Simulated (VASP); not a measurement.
# SnSe2 (P-3m1) in VASP: single point with PBEsol

Aim: the single point of SnSe2 with PBEsol.

All numbers are computed with VASP 6.6.1; they aren't measurements. Logs are shortened: lines on timing, memory, paths and dates and some standing lists are left out, and cuts for length are marked.

## 1. The crystal as given

Symmetry: P-3m1, No. 164, trigonal system. The conventional cell has a = 3.819 Å, b = 3.819 Å, c = 6.153 Å, α = 90.00°, β = 90.00°, γ = 120.00°. Sn (site symmetry -3m) is surrounded by 6 Se at 2.72 Å. Se (site symmetry 3m) has 3 Sn at 2.72 Å as nearest neighbours.

The cell is a database's computed one.

## 2. Single point, PBEsol, non-collinear spin, zero start, spin-orbit coupling

INCAR

```
ALGO = Fast
EDIFF = 1E-7
ENCUT = 520
GGA = PS
GGA_COMPAT = False
ISIF = 2
ISMEAR = 0
LASPH = True
LCHARG = False
LORBIT = 11
LREAL = False
LSORBIT = True
LWAVE = False
MAGMOM = 0 0 0 0 0 0 0 0 0
NBANDS = 39
NELM = 80
PREC = Accurate
SIGMA = 0.02
```

KPOINTS

```
k-points
0
Gamma
  9 9 4
```

POSCAR

```
SnSe2
1.0
    3.8192700000      0.0000000000      0.0000000000
   -1.9096300000      3.3075800000      0.0000000000
    0.0000000000      0.0000000000      6.1533200000
Sn Se
1 2
Direct
    0.0000000000      0.0000000000      0.0000000000
    0.6666700000      0.3333300000      0.7418900000
    0.3333300000      0.6666700000      0.2581100000
```

Potentials or basis: VASP PAW PBE potentials, release 64 (Sn_d, Se).

Launch:

```sh
> cat potpaw_PBE.64/Sn_d/POTCAR potpaw_PBE.64/Se/POTCAR > POTCAR
> mpirun -np 1 vasp_ncl > vasp.out
```

OUTCAR:

```text
EDIFF = 1E-7
   ENCUT = 520
   GGA = PS
   ISIF = 2
   ISMEAR = 0
   LASPH = True
   LORBIT = 11
   LREAL = False
   LSORBIT = True
   NELM = 80
   PREC = Accurate

 ion  position               nearest neighbor table
   1  0.000  0.000  0.000-   2 2.72   3 2.72   3 2.72   2 2.72   2 2.72   3 2.72
   2  0.667  0.333  0.742-   1 2.72   1 2.72   1 2.72
   3  0.333  0.667  0.258-   1 2.72   1 2.72   1 2.72

  LATTYP: Found a hexagonal cell.
 ALAT       =     3.8192700000
 C/A-ratio  =     1.6111246390

  Lattice vectors:

 A1 = (   3.8192700000,   0.0000000000,   0.0000000000)
 A2 = (  -1.9096300000,   3.3075800000,   0.0000000000)
 A3 = (   0.0000000000,   0.0000000000,   6.1533200000)

Analysis of symmetry for initial positions (statically):
=====================================================================
 Subroutine PRICEL returns:
 Original cell was already a primitive cell.

 Routine SETGRP: Setting up the symmetry group for a
 hexagonal supercell.

 Subroutine GETGRP returns: Found  4 space group operations
 (whereof  4 operations were pure point group operations)
 out of a pool of 24 trial point group operations.

The static configuration has the point symmetry C_2h.

Analysis of symmetry for dynamics (positions and initial velocities):
=====================================================================
 Subroutine PRICEL returns:
 Original cell was already a primitive cell.

 Routine SETGRP: Setting up the symmetry group for a
 hexagonal supercell.

 Subroutine GETGRP returns: Found  4 space group operations
 (whereof  4 operations were pure point group operations)
 out of a pool of 24 trial point group operations.

The dynamic configuration has the point symmetry C_2h.

Analysis of structural, dynamic, and magnetic symmetry:
=====================================================================
 Subroutine PRICEL returns:
 Original cell was already a primitive cell.

 Routine SETGRP: Setting up the symmetry group for a
 hexagonal supercell.

 Subroutine GETGRP returns: Found  4 space group operations
 (whereof  4 operations were pure point group operations)
 out of a pool of 24 trial point group operations.

The overall configuration has the point symmetry C_2h.

 Subroutine INISYM returns: Found  4 space group operations
 (whereof  4 operations are pure point group operations),
 and found     1 'primitive' translations

----------------------------------------------------------------------------------------

                                     Primitive cell

  volume of cell :      77.7321

  direct lattice vectors                    reciprocal lattice vectors
     3.819270000  0.000000000  0.000000000     0.261830140  0.151167528  0.000000000
    -1.909630000  3.307580000  0.000000000     0.000000000  0.302335847  0.000000000
     0.000000000  0.000000000  6.153320000     0.000000000  0.000000000  0.162513895

  length of vectors
     3.819270000  3.819263305  6.153320000     0.302335317  0.302335847  0.162513895

  position of ions in fractional coordinates (direct lattice)
     0.000000000  0.000000000  0.000000000
     0.666670000  0.333330000  0.741890000
     0.333330000  0.666670000  0.258110000

  ion indices of the primitive-cell ions
   primitive index   ion index
                 1           1
                 2           2
                 3           3

----------------------------------------------------------------------------------------

 KPOINTS: k-points

Automatic generation of k-mesh.
 Grid dimensions read from file:
 generate k-points for:    9    9    4

 Generating k-lattice:

  Cartesian coordinates                     Fractional coordinates (reciprocal lattice)
     0.029092238  0.016796392  0.000000000     0.111111111  0.000000000  0.000000000
[... 76 lines left out ...]
   IALGO  =     68    algorithm
   IMIX   =      4    mixing-type and parameters
     AMIX     =   0.40;   BMIX     =  1.00
     AMIX_MAG =   1.60;   BMIX_MAG =  1.00
  volume/ion in A,a.u.               =      25.91       174.85
  Fermi-wavevector in a.u.,A,eV,Ry     =   1.136403  2.147491 17.570738  1.291413
  Thomas-Fermi vector in A             =   2.273108
   LORBIT       =     11    0 simple, 1 ext, 2 COOP (PROOUT), +10 PAW based schemes
   GGA     = PS    functional components
   LHFCALC =     F    Hartree Fock is set to
   AEXX    =    0.0000 exact exchange contribution
   IVDW    =     0    specifies the selected vdW correction
   LEPSILON=     F    determine dielectric tensor
   LRPA    =     F    only Hartree local field effects (RPA)
 RMM-DIIS sequential band-by-band and
 Gauss-broadening in eV      SIGMA  =   0.02
  energy-cutoff  :      520.00
  volume of cell :       77.73
 maximum number of plane-waves:      4248
   NGX = 15   NGY = 15   NGZ = 23

 number of electron      26.0000006 magnetization       0.0000003      0.0000005      0.0000000

 number of electron      26.0000006 magnetization      -0.0000001     -0.0000001      0.0000000

 number of electron      26.0000006 magnetization      -0.0000000     -0.0000000     -0.0000000

 number of electron      26.0000006 magnetization       0.0000000      0.0000000     -0.0000000

 Free energy of the ion-electron system (eV)
  ---------------------------------------------------
  ext. energy  EPLUGINS =         0.00000000
  ---------------------------------------------------
  free energy    TOTEN  =       -13.07466905 eV

  energy without entropy =      -13.07466905  energy(sigma->0) =      -13.07466905

 E-fermi :   4.2326     XC(G=0):  -9.6518

 val. band max:        4.0759340368   @ k =  -0.1111   0.1111   0.0000
 cond. band min:       4.6340060807   @ k =   0.0000   0.4444   0.2500
 fundamental gap:      0.5580720440
 Fermi energy:         4.2325522475

 k-point     1 :       0.0000    0.0000    0.0000
  band No.  band energies     occupation
      1     -17.7268      1.00000
      2     -17.7268      1.00000
      3     -17.7051      1.00000
      4     -17.7051      1.00000
      5     -16.7082      1.00000
      6     -16.7082      1.00000
[... 973 lines left out ...]
     37      12.3350      0.00000
     38      12.3351      0.00000

 [... further k-points ...]

 [bands above 38 left out]

------------------------ aborting loop because EDIFF is reached ----------------------------------------

  FORCE on cell =-STRESS in cart. coord.  units (eV):
  Direction    XX          YY          ZZ          XY          YZ          ZX
  --------------------------------------------------------------------------------------
  -------------------------------------------------------------------------------------
  Total        0.0316889      0.0316382      0.0113981     -0.0000437     -0.0001117      0.0001936
  in kB        0.6531562      0.6521122      0.2349327     -0.0009015     -0.0023022      0.0039913
  external PRESSURE =       0.5134004 kB  Pullay stress =       0.0000000 kB

 VOLUME and BASIS-vectors are now :
 -----------------------------------------------------------------------------
  energy-cutoff  :      520.00
  volume of cell :       77.73
      direct lattice vectors                 reciprocal lattice vectors
     3.819270000  0.000000000  0.000000000     0.261830140  0.151167528  0.000000000
    -1.909630000  3.307580000  0.000000000     0.000000000  0.302335847  0.000000000
     0.000000000  0.000000000  6.153320000     0.000000000  0.000000000  0.162513895

 POSITION                                       TOTAL-FORCE (eV/Angst)
 -----------------------------------------------------------------------------------
      0.00000      0.00000      0.00000        -0.000000      0.000000      0.000000
      1.90966      1.10252      4.56509        -0.000079      0.000046     -0.008259
     -0.00002      2.20506      1.58823         0.000079     -0.000046      0.008259
 -----------------------------------------------------------------------------------
    total drift:                                0.000000      0.000000     -0.000000

  FREE ENERGIE OF THE ION-ELECTRON SYSTEM (eV)
  ---------------------------------------------------
  free  energy   TOTEN  =       -13.0746690495 eV

  energy  without entropy=      -13.0746690495  energy(sigma->0) =      -13.07466905

 Spin-Orbit-Coupling matrix elements

 Ion:    1  E_soc:     -0.0912307
 l=   1
     0.0000000    -0.0091375    -0.0091415
    -0.0091375     0.0000000    -0.0091375
    -0.0091415    -0.0091375     0.0000000
 l=   2
     0.0000000    -0.0012043     0.0000000    -0.0012043    -0.0048649
    -0.0012043     0.0000000    -0.0036544    -0.0012079    -0.0012043
     0.0000000    -0.0036544     0.0000000    -0.0036544     0.0000000
    -0.0012043    -0.0012079    -0.0036544     0.0000000    -0.0012043
    -0.0048649    -0.0012043     0.0000000    -0.0012043     0.0000000
 l=   3
     0.0000000     0.0000000     0.0000000     0.0000000     0.0000000     0.0000000     0.0000000
     0.0000000     0.0000000     0.0000000     0.0000000     0.0000000     0.0000000     0.0000000
     0.0000000     0.0000000     0.0000000     0.0000000     0.0000000     0.0000000     0.0000000
     0.0000000     0.0000000     0.0000000     0.0000000     0.0000000     0.0000000     0.0000000
[... 29 lines left out ...]
 l=   2
     0.0000000    -0.0000001     0.0000000    -0.0000001    -0.0000022
    -0.0000001     0.0000000     0.0000019     0.0000039    -0.0000001
     0.0000000     0.0000019     0.0000000     0.0000019     0.0000000
    -0.0000001     0.0000039     0.0000019     0.0000000    -0.0000001
    -0.0000022    -0.0000001     0.0000000    -0.0000001     0.0000000
 l=   3
     0.0000000     0.0000000     0.0000000     0.0000000     0.0000000     0.0000000     0.0000000
     0.0000000     0.0000000     0.0000000     0.0000000     0.0000000     0.0000000     0.0000000
     0.0000000     0.0000000     0.0000000     0.0000000     0.0000000     0.0000000     0.0000000
     0.0000000     0.0000000     0.0000000     0.0000000     0.0000000     0.0000000     0.0000000
     0.0000000     0.0000000     0.0000000     0.0000000     0.0000000     0.0000000     0.0000000
     0.0000000     0.0000000     0.0000000     0.0000000     0.0000000     0.0000000     0.0000000
     0.0000000     0.0000000     0.0000000     0.0000000     0.0000000     0.0000000     0.0000000

 total charge

# of ion       s       p       d       tot
------------------------------------------
    1        1.063   1.027  10.098  12.189
    2        1.488   2.289   0.028   3.805
    3        1.488   2.289   0.028   3.805
--------------------------------------------------
tot          4.039   5.605  10.154  19.798

 magnetization (x)

# of ion       s       p       d       tot
------------------------------------------
    1       -0.000  -0.000   0.000  -0.000
    2        0.000   0.000   0.000   0.000
    3        0.000   0.000   0.000   0.000
--------------------------------------------------
tot         -0.000   0.000   0.000  -0.000

 magnetization (y)

# of ion       s       p       d       tot
------------------------------------------
    1       -0.000  -0.000   0.000  -0.000
    2        0.000   0.000   0.000   0.000
    3        0.000   0.000   0.000   0.000
--------------------------------------------------
tot         -0.000   0.000   0.000  -0.000

 magnetization (z)

# of ion       s       p       d       tot
------------------------------------------
    1        0.000   0.000   0.000   0.000
    2        0.000   0.000   0.000   0.000
    3        0.000   0.000   0.000   0.000
--------------------------------------------------
tot          0.000   0.000   0.000   0.000
```

Wall time 6.3 min (1 thread of Intel Xeon 6975P-C (Granite Rapids), shared host); peak memory 0.61 GiB.

Results:

```yaml
Free_energy: -13.0747 eV
Pressure: 0.1 GPa
Largest_force: 0.008 eV/Å
Net_moment: 0.00 μB per cell
Valence_electrons_inside_the_program's_atomic_spheres: Sn 12.19; Se 3.81
```

Forces in eV/Å, atoms in the order of the input:
```
Sn   0.000  0.000  0.000
Se   0.000  0.000 -0.008
Se   0.000  0.000  0.008
```

Moments on the atoms (μB; x, y, z):
```
Sn  0.00 0.00 0.00
Se  0.00 0.00 0.00
Se  0.00 0.00 0.00
```

Caveat: the PAW data sets were made with another functional, which shifts forces and pressure a little; this functional lacks dispersion, which binds the layers, so the pressure and a relaxed spacing across them are unreliable.
